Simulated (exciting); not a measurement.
An input for exciting (release sodium) (CdSe):

File input.xml:

```xml
<input>
  <title>CdSe</title>
  <structure speciespath="./" tshift="false">
    <crystal scale="1">
      <basevect>0.000000000000 5.430993513677 5.430993513677</basevect>
      <basevect>5.430993513677 0.000000000000 5.430993513677</basevect>
      <basevect>5.430993513677 5.430993513677 0.000000000000</basevect>
    </crystal>
    <species speciesfile="Cd.xml" rmt="2.3">
      <atom coord="0.000000000000 0.000000000000 0.000000000000"/>
    </species>
    <species speciesfile="Se.xml" rmt="2">
      <atom coord="0.500000000000 0.500000000000 0.500000000000"/>
    </species>
  </structure>
  <groundstate do="fromscratch" ngridk="6 6 6" rgkmax="9" gmaxvr="14" lmaxapw="10" lmaxmat="10" lmaxvr="8" stype="Fermi Dirac" swidth="0.00367493" nempty="20" ValenceRelativity="iora*" epsengy="1e-05" epspot="1e-05" maxscl="75" tforce="true" outputlevel="high" mixer="lin" beta0="2" betadec="1">
    <libxc exchange="XC_GGA_X_RPBE" correlation="XC_GGA_C_PBE"/>
    <spin spinorb="true"/>
  </groundstate>
</input>
```

Potentials or basis: all-electron LAPW+lo, shipped species files, valence relativity iora*.

Command:

```bash
$ OMP_NUM_THREADS=1 exciting_smp
```

How does this run end?

The run stopped without a result. It printed:

Output:

```text
================================================================================
EXCITING SODIUM started
All units are atomic (Hartree, Bohr, etc.)
================================================================================

********************************************************************************
* Ground-state run starting from atomic densities                              *
********************************************************************************

++++++++++++++++++++++++++++++++++++++++++++++++++++++++++++++++++++++++++++++++
[... 290 lines left out ...]

 Estimated fundamental gap                  :         0.32372044
        valence-band maximum at   13      0.5000  0.5000  0.0000
     conduction-band minimum at    1      0.0000  0.0000  0.0000

 RMS change in effective potential (target) :   2121.33      ( 0.100000E-04)
 Absolute change in total energy   (target) :  0.324050E+08  ( 0.100000E-04)
 Charge distance                   (target) :  0.492811      ( 0.100000E-04)
 Abs. change in max-nonIBS-force   (target) :   0.00000      ( 0.500000E-04)

++++++++++++++++++++++++++++++++++++++++++++++++++++++++++++++++++++++++++++++++
+ SCF iteration number :    5                                                  +
++++++++++++++++++++++++++++++++++++++++++++++++++++++++++++++++++++++++++++++++
```

On the terminal:

```text
Note: The following floating-point exceptions are signalling: IEEE_UNDERFLOW_FLAG

Error(seceqnfv): diagonalization failed
 ZHGVX returned INFO =      775
 The leading minor of the overlap matrix of order      218
  is not positive definite
 Order of overlap matrix :      557
```
